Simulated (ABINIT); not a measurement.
# Fe in ABINIT: the effect of potentials

Fe:

```
Fe
1.0
     0.00000    1.94174    1.96511
     1.49844    0.00000    1.96511
     1.49844    1.94174    0.00000
Fe
1
Direct
  0.00000 0.00000 0.00000
```

Alike in all runs:

```yaml
Program: ABINIT 10.8.3 (patched build)
Task: single point
Functional: PBEsol
k_mesh: 10 × 10 × 10
Occupations: fermi-dirac, width 0.05 eV
Spin: collinear spin, ferromagnetic start
Starting_moments: "[3.0] μB"
```

```csv
potentials,cutoff,pressure (GPa),moment (μB)
PseudoDojo NC SR PBEsol v0.4.1 standard,1225 eV,?,?
PseudoDojo NC SR PBEsol v0.4 stringent,1605 eV,-10.6,2.20
JTH PAW PBE v2.0,707 eV,-10.9,2.17
```

Q: What does the run with potentials PseudoDojo NC SR PBEsol v0.4.1 standard give?

A: Pressure -9.6 GPa; moment 2.23 μB.

Caveats: the PAW data sets were made with another functional, which shifts forces and pressure a little (some runs).

Runs at the PBE level aren't shown here.
